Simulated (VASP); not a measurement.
Al: core levels with PBEsol

Crystal: Al.

```xyz
8
Lattice="0.0000 4.0496 4.0496 4.0496 0.0000 4.0496 4.0496 4.0496 0.0000" Properties=species:S:1:pos:R:3 pbc="T T T"
Al    0.0000    0.0000    0.0000
Al    2.0248    2.0248    0.0000
Al    2.0248    0.0000    2.0248
Al    4.0496    2.0248    2.0248
Al    0.0000    2.0248    2.0248
Al    2.0248    4.0496    2.0248
Al    2.0248    2.0248    4.0496
Al    4.0496    4.0496    4.0496
```

- Program: VASP 6.6.1
- Task: core levels
- Functional: PBEsol
- Potentials or basis: VASP PAW PBE potentials, release 64 (Al)
- Cutoff: 520 eV
- k mesh: 4 × 4 × 4
- Occupations: methfessel-paxton, width 0.1 eV
- Spin: no spin polarisation
- Further INCAR settings: ALGO = Normal; EDIFF = 1e-06

```yaml
Pressure: -1.9 GPa
Band_gap_on_the_k_mesh: none (metal or under the smearing width)
```

Levels at points of the mesh, in eV from the Fermi level:
```csv
k point,band 9,band 10,band 11,band 12,band 13,band 14,band 15,band 16
"(0.00, 0.00, 0.00)",-4.45,-2.99,-2.99,-2.99,-1.69,-1.69,-1.69,5.17
"(0.50, 0.00, 0.00)",-0.84,-0.84,-0.84,-0.84,-0.84,-0.84,3.34,3.34
"(0.50, 0.50, 0.00)",-0.92,-0.92,0.08,0.08,0.99,0.99,1.15,1.15
```

Core levels (eV, on the scale of the bands):
| atom | levels |
| --- | --- |
| 1 Al | 1s -1498.3, 2s -95.5, 2p -57.0 |
| 2 Al | 1s -1498.3, 2s -95.5, 2p -57.0 |
| 3 Al | 1s -1498.3, 2s -95.5, 2p -57.0 |
| 4 Al | 1s -1498.3, 2s -95.5, 2p -57.0 |
| 5 Al | 1s -1498.3, 2s -95.5, 2p -57.0 |
| 6 Al | 1s -1498.3, 2s -95.5, 2p -57.0 |

Wall time 11 s on 4 MPI ranks on Intel(R) Xeon(R) Platinum 8259CL CPU @ 2.50GHz (Skylake/Cascade Lake) (shared host), peak memory 0.3 GiB a rank.

Caveat: the PAW data sets were made with another functional, which shifts forces and pressure a little.
